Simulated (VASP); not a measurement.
# CdO (Fm-3m) in VASP: notebook, part 2 of 2

VASP 6.6.1.

### Step 4. Single point, PBE

This run uses another cell than the first one, of 13.64 Å³/atom, 1.052 times its volume.

File INCAR:

```
SYSTEM = CdO
PREC = Accurate ; ENCUT = 900
EDIFF = 1E-7 ; ISMEAR = 0
SIGMA = 0.02 ; LREAL = .FALSE.
LASPH = .TRUE. ; NELM = 100
ALGO = Normal ; ISIF = 2
LWAVE = .FALSE. ; LCHARG = .FALSE.
GGA = PE ; NBANDS = 16
```

File KPOINTS:

```
regular mesh
0
G
  12 12 12
  0 0 0
```

File POSCAR:

```
CdO                                     
1.0
    0.0000000000      2.3891683307      2.3891683307
    2.3891683307      0.0000000000      2.3891683307
    2.3891683307      2.3891683307      0.0000000000
  Cd              O             
     1     1
Direct
     0.0000000000000000    0.0000000000000000    0.0000000000000000
     0.5000000000000000    0.5000000000000000    0.5000000000000000
```

Potentials or basis: VASP PAW PBE potentials, release 64 (Cd, O_h).

On the command line:

```
$ cat potpaw_PBE.64/Cd/POTCAR potpaw_PBE.64/O_h/POTCAR > POTCAR
$ mpirun -np 1 vasp_std > vasp.out
```

OUTCAR:

```text
SYSTEM = CdO
   PREC = Accurate
   ENCUT = 900
   EDIFF = 1E-7
   ISMEAR = 0
   LREAL = .FALSE.
   LASPH = .TRUE.
   NELM = 100
   ISIF = 2
   GGA = PE

 ion  position               nearest neighbor table
   1  0.000  0.000  0.000-   2 2.39   2 2.39   2 2.39   2 2.39   2 2.39   2 2.39
   2  0.500  0.500  0.500-   1 2.39   1 2.39   1 2.39   1 2.39   1 2.39   1 2.39

  LATTYP: Found a face centered cubic cell.
 ALAT       =     4.7783366614

  Lattice vectors:

 A1 = (   0.0000000000,   2.3891683307,   2.3891683307)
 A2 = (   2.3891683307,   0.0000000000,   2.3891683307)
 A3 = (   2.3891683307,   2.3891683307,   0.0000000000)

Analysis of symmetry for initial positions (statically):
=====================================================================
 Subroutine PRICEL returns:
 Original cell was already a primitive cell.

 Routine SETGRP: Setting up the symmetry group for a
 face centered cubic supercell.

 Subroutine GETGRP returns: Found 48 space group operations
 (whereof 48 operations were pure point group operations)
 out of a pool of 48 trial point group operations.

The static configuration has the point symmetry O_h .

Analysis of symmetry for dynamics (positions and initial velocities):
=====================================================================
 Subroutine PRICEL returns:
 Original cell was already a primitive cell.

 Routine SETGRP: Setting up the symmetry group for a
 face centered cubic supercell.

 Subroutine GETGRP returns: Found 48 space group operations
 (whereof 48 operations were pure point group operations)
 out of a pool of 48 trial point group operations.

The dynamic configuration has the point symmetry O_h .

 Subroutine INISYM returns: Found 48 space group operations
 (whereof 48 operations are pure point group operations),
 and found     1 'primitive' translations

----------------------------------------------------------------------------------------

                                     Primitive cell

  volume of cell :      27.2753

  direct lattice vectors                    reciprocal lattice vectors
     0.000000000  2.389168331  2.389168331    -0.209277845  0.209277845  0.209277845
     2.389168331  0.000000000  2.389168331     0.209277845 -0.209277845  0.209277845
     2.389168331  2.389168331  0.000000000     0.209277845  0.209277845 -0.209277845

  length of vectors
     3.378794256  3.378794256  3.378794256     0.362479861  0.362479861  0.362479861

  position of ions in fractional coordinates (direct lattice)
     0.000000000  0.000000000  0.000000000
     0.500000000  0.500000000  0.500000000

  ion indices of the primitive-cell ions
   primitive index   ion index
                 1           1
                 2           2

----------------------------------------------------------------------------------------

 KPOINTS: regular mesh

Automatic generation of k-mesh.
 Grid dimensions read from file:
 generate k-points for:   12   12   12

 Generating k-lattice:

  Cartesian coordinates                     Fractional coordinates (reciprocal lattice)
    -0.017439820  0.017439820  0.017439820     0.083333333  0.000000000  0.000000000
     0.017439820 -0.017439820  0.017439820     0.000000000  0.083333333  0.000000000
     0.017439820  0.017439820 -0.017439820     0.000000000  0.000000000  0.083333333

  Length of vectors
     0.030206655  0.030206655  0.030206655

  Shift w.r.t. Gamma in fractional coordinates (k-lattice)
     0.000000000  0.000000000  0.000000000

 Subroutine IBZKPT returns following result:
 ===========================================

 Found     72 irreducible k-points:

 Following reciprocal coordinates:
            Coordinates               Weight
  0.000000  0.000000  0.000000      1.000000
  0.083333  0.000000  0.000000      8.000000
  0.166667  0.000000  0.000000      8.000000
  0.250000  0.000000  0.000000      8.000000
  0.333333  0.000000  0.000000      8.000000
  0.416667  0.000000  0.000000      8.000000
[... 16 lines left out ...]
  0.500000  0.166667  0.000000     24.000000
 -0.416667  0.166667  0.000000     24.000000
 [... further k-points ...]
   k-points           NKPTS =     72   k-points in BZ     NKDIM =     72   number of bands    NBANDS=     16
   number of dos      NEDOS =    301   number of ions     NIONS =      2
   total plane-waves  NPLWV =  46656
   dimension x,y,z NGX =    36 NGY =   36 NGZ =   36
   dimension x,y,z NGXF=    72 NGYF=   72 NGZF=   72
   ions per type =               1   1
   NGX,Y,Z   is equivalent  to a cutoff of  17.71, 17.71, 17.71 a.u.
   NGXF,Y,Z  is equivalent  to a cutoff of  35.43, 35.43, 35.43 a.u.
 SYSTEM =  CdO
   PREC   = accura    normal or accurate (medium, high low for compatibility)
   ISTART =      0    job   : 0-new  1-cont  2-samecut
   ICHARG =      2    charge: 1-file 2-atom 10-const
   ISPIN  =      1    spin polarized calculation?
   LNONCOLLINEAR =      F non collinear calculations
   LSORBIT =      F    spin-orbit coupling
   LASPH  =      T    aspherical Exc in radial PAW
   ENCUT  =  900.0 eV  66.15 Ry    8.13 a.u.   8.26  8.26  8.26*2*pi/ulx,y,z
   NELM   =    100;   NELMIN=  2; NELMDL= -5     # of ELM steps
   EDIFF  = 0.1E-06   stopping-criterion for ELM
   LREAL  =      F    real-space projection
   EDIFFG = 0.1E-05   stopping-criterion for IOM
   NSW    =      0    number of steps for IOM
   IBRION =     -1    ionic relax: 0-MD 1-quasi-New 2-CG
   NFREE  =      0    steps in history (QN), initial steepest desc. (CG)
   ISIF   =      2    stress and relaxation
   ISYM   =      2    0-nonsym 1-usesym 2-fastsym
   POTIM  = 0.5000    time-step for ionic-motion
   TEBEG  =    0.0;   TEEND  =   0.0 temperature during run
   PSTRESS=    0.0 pullay stress
   NELECT =      18.0000    total number of electrons
   NUPDOWN=      -1.0000    fix difference up-down
   EMIN   =  10.00;   EMAX   =-10.00  energy-range for DOS
   EFERMI =   0.00;   METHOD = LEGACY
   ISMEAR =     0;   SIGMA  =   0.02  broadening in eV -4-tet -1-fermi 0-gaus
   EFERMI_NEDOS =   21; number of points for ismear=-14 and -15
   IALGO  =     38    algorithm
   IMIX   =      4    mixing-type and parameters
     AMIX     =   0.40;   BMIX     =  1.00
     AMIX_MAG =   1.60;   BMIX_MAG =  1.00
  volume/ion in A,a.u.               =      13.64        92.03
  Fermi-wavevector in a.u.,A,eV,Ry     =   1.425309  2.693443 27.640300  2.031505
  Thomas-Fermi vector in A             =   2.545707
   LORBIT       =      0    0 simple, 1 ext, 2 COOP (PROOUT), +10 PAW based schemes
   GGA     = PE    functional components
   LHFCALC =     F    Hartree Fock is set to
   AEXX    =    0.0000 exact exchange contribution
   IVDW    =     0    specifies the selected vdW correction
   LEPSILON=     F    determine dielectric tensor
   LRPA    =     F    only Hartree local field effects (RPA)
 non-spin polarized calculation
 Gauss-broadening in eV      SIGMA  =   0.02
  energy-cutoff  :      900.00
  volume of cell :       27.28
 maximum number of plane-waves:      1700
 NGX is ok and might be reduce to    36
   NGX = 17   NGY = 17   NGZ = 17

 number of electron      18.0000000 magnetization

 Free energy of the ion-electron system (eV)
  ---------------------------------------------------
  ext. energy  EPLUGINS =         0.00000000
  ---------------------------------------------------
  free energy    TOTEN  =        -7.73436438 eV

  energy without entropy =       -7.73433613  energy(sigma->0) =       -7.73435025

 E-fermi :   1.8756     XC(G=0): -11.4206

 val. band max:        1.8590092713   @ k =   0.5000   0.0000   0.0000
 cond. band min:       2.1805764706   @ k =   0.0833   0.0000   0.0000
 fundamental gap:      0.3215671992
 Fermi energy:         1.8756099390

 k-point     1 :       0.0000    0.0000    0.0000
  band No.  band energies     occupation
      1     -15.1504      2.00000
      2      -4.7645      2.00000
      3      -4.7645      2.00000
      4      -4.7645      2.00000
      5      -4.4897      2.00000
      6      -4.4897      2.00000
[... 8 lines left out ...]
     15      19.3419      0.00000
     16      19.3419      0.00000
[... 419 lines left out ...]
 k-point    24 :      -0.4167    0.1667    0.0000
  band No.  band energies     occupation
      1     -14.4642      2.00000
      2      -5.3453      2.00000
      3      -5.1340      2.00000
      4      -5.0464      2.00000
      5      -4.2974      2.00000
      6      -4.2747      2.00000
[... 8 lines left out ...]
     15      21.8631      0.00000
     16      22.2873      0.00000

 [... further k-points ...]

------------------------ aborting loop because EDIFF is reached ----------------------------------------

  FORCE on cell =-STRESS in cart. coord.  units (eV):
  Direction    XX          YY          ZZ          XY          YZ          ZX
  --------------------------------------------------------------------------------------
  -------------------------------------------------------------------------------------
  Total        0.0034013      0.0034013      0.0034013      0.0000000     -0.0000000      0.0000000
  in kB        0.1997964      0.1997964      0.1997964      0.0000000     -0.0000000      0.0000000
  external PRESSURE =       0.1997964 kB  Pullay stress =       0.0000000 kB

 VOLUME and BASIS-vectors are now :
 -----------------------------------------------------------------------------
  energy-cutoff  :      900.00
  volume of cell :       27.28
      direct lattice vectors                 reciprocal lattice vectors
     0.000000000  2.389168331  2.389168331    -0.209277845  0.209277845  0.209277845
     2.389168331  0.000000000  2.389168331     0.209277845 -0.209277845  0.209277845
     2.389168331  2.389168331  0.000000000     0.209277845  0.209277845 -0.209277845

 POSITION                                       TOTAL-FORCE (eV/Angst)
 -----------------------------------------------------------------------------------
      0.00000      0.00000      0.00000        -0.000000      0.000000     -0.000000
      2.38917      2.38917      2.38917         0.000000      0.000000      0.000000
 -----------------------------------------------------------------------------------
    total drift:                                0.000000      0.000000      0.000000

  FREE ENERGIE OF THE ION-ELECTRON SYSTEM (eV)
  ---------------------------------------------------
  free  energy   TOTEN  =        -7.7343643811 eV

  energy  without entropy=       -7.7343361262  energy(sigma->0) =       -7.73435025
```

OSZICAR:

```text
N       E                     dE             d eps       ncg     rms          rms(c)
DAV:   1     0.171749098018E+03    0.17175E+03   -0.13958E+04  2328   0.177E+03
DAV:   2     0.143873423945E+00   -0.17161E+03   -0.15567E+03  2784   0.367E+02
DAV:   3    -0.951209672473E+01   -0.96560E+01   -0.95624E+01  2552   0.880E+01
DAV:   4    -0.955955216762E+01   -0.47455E-01   -0.47450E-01  3056   0.685E+00
DAV:   5    -0.955969025817E+01   -0.13809E-03   -0.13809E-03  2696   0.327E-01    0.100E+01
DAV:   6    -0.783053119096E+01    0.17292E+01   -0.52763E+00  3424   0.368E+01    0.867E+00
DAV:   7    -0.775367820454E+01    0.76853E-01   -0.61989E-01  2400   0.807E+00    0.429E+00
DAV:   8    -0.773642909775E+01    0.17249E-01   -0.13322E-01  2432   0.352E+00    0.698E-01
DAV:   9    -0.773430187174E+01    0.21272E-02   -0.53211E-03  3008   0.690E-01    0.184E-01
DAV:  10    -0.773431954071E+01   -0.17669E-04   -0.15154E-03  2472   0.371E-01    0.602E-02
DAV:  11    -0.773436658479E+01   -0.47044E-04   -0.54280E-05  2688   0.765E-02    0.199E-02
DAV:  12    -0.773436480168E+01    0.17831E-05   -0.29001E-06  2896   0.188E-02    0.892E-03
DAV:  13    -0.773436445037E+01    0.35131E-06   -0.85133E-07  2640   0.984E-03    0.268E-03
DAV:  14    -0.773436438113E+01    0.69244E-07   -0.19243E-07  2624   0.395E-03
   1 F= -.77343644E+01 E0= -.77343503E+01  d E =-.282549E-04
```

stdout:

```text
POSCAR found type information on POSCAR CdO
 POSCAR found :  2 types and       2 ions
 scaLAPACK will be used
 LDA part: xc-table for (Slater+PW92), standard interpolation
 POSCAR, INCAR and KPOINTS ok, starting setup
 FFT: planning ... GRIDC
 FFT: planning ... GRID_SOFT
 FFT: planning ... GRID
 WAVECAR not read
 entering main loop
```

It took 29 s on 1 thread of Intel Xeon 6975P-C (Granite Rapids), shared host; peak memory 0.24 GiB.

Results:

```yaml
Free_energy: -7.7344 eV
Pressure: 0.0 GPa
Band_gap_on_the_k_mesh: none (metal or under the smearing width)
```

Levels at points of the mesh, in eV from the Fermi level:
```tsv
k point	band 5	band 6	band 7	band 8	band 9	band 10	band 11	band 12	band 13	band 14
(0.00, 0.00, 0.00)	-6.37	-6.37	-1.16	-1.16	-1.16	-0.54	14.90	16.67	16.67	16.67
(0.50, 0.00, 0.00)	-6.15	-6.15	-3.70	-0.02	-0.02	4.40	6.95	11.68	11.68	17.23
(0.50, 0.50, 0.00)	-6.03	-5.78	-3.99	-2.08	-2.08	3.66	8.33	11.03	12.92	12.92
```

Caveat: the cutoff is under 1.25 times the usual one of these potentials, so pressure, stress and relaxed cells hold a basis-set (Pulay) error; this crystal is a semiconductor, whose small gap the functional closes, so the metal is an error of the method.

### Step 5. Single point, PBE (a relaxed cell with its volume scaled by 0.97)

INCAR is that of step 4.

KPOINTS is that of step 4.

File POSCAR:

```
CdO                                     
1.0
    0.0000000000      2.3650336672      2.3650336672
    2.3650336672      0.0000000000      2.3650336672
    2.3650336672      2.3650336672      0.0000000000
  Cd              O             
     1     1
Direct
     0.0000000000000000    0.0000000000000000    0.0000000000000000
     0.5000000000000000    0.5000000000000000    0.5000000000000000
```

On the command line:

```
$ cat potpaw_PBE.64/Cd/POTCAR potpaw_PBE.64/O_h/POTCAR > POTCAR
$ mpirun -np 1 vasp_std > vasp.out
```

Run time: 30 s. Hardware: 1 thread of Intel Xeon 6975P-C (Granite Rapids), shared host; peak memory 0.24 GiB.

The run converged. Its results:

| Quantity | Value |
| --- | --- |
| Free energy | -7.7218 eV |
| Pressure | 4.2 GPa |
| Band gap on the k mesh | none (metal or under the smearing width) |

Levels at points of the mesh, in eV from the Fermi level:
```csv
k point,band 6,band 7,band 8,band 9,band 10,band 11,band 12,band 13
"(0.00, 0.00, 0.00)",-6.39,-1.27,-1.27,-1.27,-0.48,14.95,16.88,16.88
"(0.50, 0.00, 0.00)",-6.16,-3.78,-0.02,-0.02,4.42,7.16,11.84,11.84
"(0.50, 0.50, 0.00)",-5.74,-4.20,-2.22,-2.22,3.79,8.46,11.14,13.18
```

Caveat: the cutoff is under 1.25 times the usual one of these potentials, so pressure, stress and relaxed cells hold a basis-set (Pulay) error.

### Step 6. Single point, PBE (a relaxed cell with its volume scaled by 1.03)

INCAR is that of step 5.

KPOINTS is that of step 5.

File POSCAR:

```
CdO                                     
1.0
    0.0000000000      2.4128250012      2.4128250012
    2.4128250012      0.0000000000      2.4128250012
    2.4128250012      2.4128250012      0.0000000000
  Cd              O             
     1     1
Direct
     0.0000000000000000    0.0000000000000000    0.0000000000000000
     0.5000000000000000    0.5000000000000000    0.5000000000000000
```

Potentials or basis: VASP PAW PBE potentials, release 64 (Cd, O_h).

On the command line:

```
$ cat potpaw_PBE.64/Cd/POTCAR potpaw_PBE.64/O_h/POTCAR > POTCAR
$ mpirun -np 1 vasp_std > vasp.out
```

Wall time 30 s (1 thread of Intel Xeon 6975P-C (Granite Rapids), shared host); peak memory 0.24 GiB.

It converged, with:

- Free energy: -7.7273 eV
- Pressure: -3.5 GPa
- Band gap on the k mesh: none (metal or under the smearing width)

Levels at points of the mesh, in eV from the Fermi level:
| k point | band 7 | band 8 | band 9 | band 10 | band 11 | band 12 |
| --- | --- | --- | --- | --- | --- | --- |
| (0.00, 0.00, 0.00) | -1.07 | -1.07 | -1.07 | -0.59 | 14.84 | 16.47 |
| (0.50, 0.00, 0.00) | -3.63 | -0.02 | -0.02 | 4.38 | 6.74 | 11.53 |
| (0.50, 0.50, 0.00) | -3.80 | -1.95 | -1.95 | 3.54 | 8.20 | 10.92 |

Caveat: the cutoff is under 1.25 times the usual one of these potentials, so pressure, stress and relaxed cells hold a basis-set (Pulay) error.

### Step 7. The runs side by side

| task | cell | gap on the mesh (eV) | pressure (GPa) |
| --- | --- | --- | --- |
| relaxation of cell and atoms | relaxed | none | 0.0 |
| single point | Fm-3m, 13.64 Å³/atom | none | 0.0 |
| single point | a relaxed cell with its volume scaled by 0.97 | none | 4.2 |
| single point | a relaxed cell with its volume scaled by 1.03 | none | -3.5 |

Alike in all rows: level PBE; potentials or basis VASP PAW PBE potentials, release 64 (Cd, O_h); no spin polarisation; k mesh 12 × 12 × 12; cutoff (eV) 900; smearing gaussian 0.02 eV.

Caveats: the cutoff is under 1.25 times the usual one of these potentials, so pressure, stress and relaxed cells hold a basis-set (Pulay) error; this crystal is a semiconductor, whose small gap the functional closes, so the metal is an error of the method (some runs).

Total energies depend on the potentials used, so only differences within one code and one set of settings carry meaning.
